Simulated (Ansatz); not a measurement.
ZrO₂:
```xyz
12
Lattice="5.1533 0.0000 0.0000 0.0000 5.2273 0.0000 -0.8717 0.0000 5.2573" Properties=species:S:1:pos:R:3 pbc="T T T"
Zr     3.0411     5.0074     4.1551
Zr     1.2405     0.2199     1.1022
Zr     0.8047     2.3938     3.7309
Zr     3.4769     2.8336     1.5265
O     -0.3789     0.8694     4.4370
O      4.6605     4.3579     0.8203
O      4.2246     3.4831     3.4490
O      0.0570     1.7443     1.8083
O      2.8177     1.3453     0.1146
O      1.4639     3.8820     5.1427
O      1.8997     3.9590     2.5141
O      2.3819     1.2684     2.7432
```

Relaxed with r²SCAN. Special points in fractions of this cell's reciprocal vectors: Γ (0.000, 0.000, 0.000); Z (0.000, 0.500, 0.000); D (0.000, 0.500, 0.500); B (0.000, 0.000, 0.500); A (-0.500, 0.000, 0.500); E (-0.500, 0.500, 0.500); C2 (-0.500, 0.500, 0.000); Y2 (-0.500, 0.000, 0.000).

Q: List the band energies nearest the valence-band maximum at these points for the program Ansatz at the r²SCAN level (PAW).

A: In eV from the valence-band maximum; about four levels below and three above (degenerate sets whole), none deeper than 8.9 eV; points with the same levels are listed once.

| k | below | above |
|---|---|---|
| Γ | -0.62 -0.51 -0.20 0.00 | 4.52 4.90 5.17 |
| Z | -0.82 -0.82 -0.42 -0.42 | 5.03 5.03 5.42 5.42 |
| D | -0.89 -0.89 -0.64 -0.64 | 4.87 4.87 5.02 5.02 |
| B | -0.76 -0.76 -0.45 -0.45 | 4.74 4.74 5.05 5.05 |
| A | -0.91 -0.91 -0.46 -0.46 | 4.35 4.35 5.41 5.41 |
| E | -1.02 -1.02 -0.68 -0.68 | 4.61 4.61 5.15 5.15 |
| C2 | -0.92 -0.92 -0.58 -0.58 | 4.79 4.79 5.13 5.13 |
| Y2 | -0.71 -0.57 -0.41 -0.07 | 4.15 5.06 5.15 |

Space group P2_1/c. Symmetry was held in the r²SCAN relaxation. No spin polarisation was allowed. Spin–orbit coupling is left out wherever it is not named.

Potentials: the later of the program's two PAW sets.
